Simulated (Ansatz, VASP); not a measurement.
# Two plane-wave programs on CaO

```
CELL_PARAMETERS angstrom
0.00918 2.44900 2.44900
2.44900 0.00918 2.44900
2.45818 2.45818 0.00000
ATOMIC_POSITIONS crystal
Ca 0.00000 0.00000 0.00000
O 0.50000 0.50000 0.50000
```

Change from the starting cell: strain +0.0075 x Voigt [0, 0, 0, 0, 0, 1], atoms carried along.

Alike in both runs: task single point; functional LDA; k mesh 8 × 8 × 8; occupations gaussian, width 0.05 eV; no spin polarisation.

|  | VASP | Ansatz |
| --- | --- | --- |
| version | VASP 6.6.1 | Ansatz 0.2.0 |
| potentials or method | VASP PAW LDA potentials, release 64 (Ca_sv, O) | scalar-relativistic, plane waves, PAW |
| plane-wave cutoff (eV) | 520 | 420 |
| valence electrons in the cell | 16 | 16 |

```csv
,VASP,Ansatz,Ansatz less VASP
gap on the k mesh at the Fermi level (eV),3.47,3.49,+0.023
least direct gap on the mesh (eV),3.85,3.87,+0.025
pressure (GPa),-11.2,-11.8,-0.60
largest component of the traceless stress (GPa),0.57,0.58,+0.005
```

A k mesh can miss the band edges.
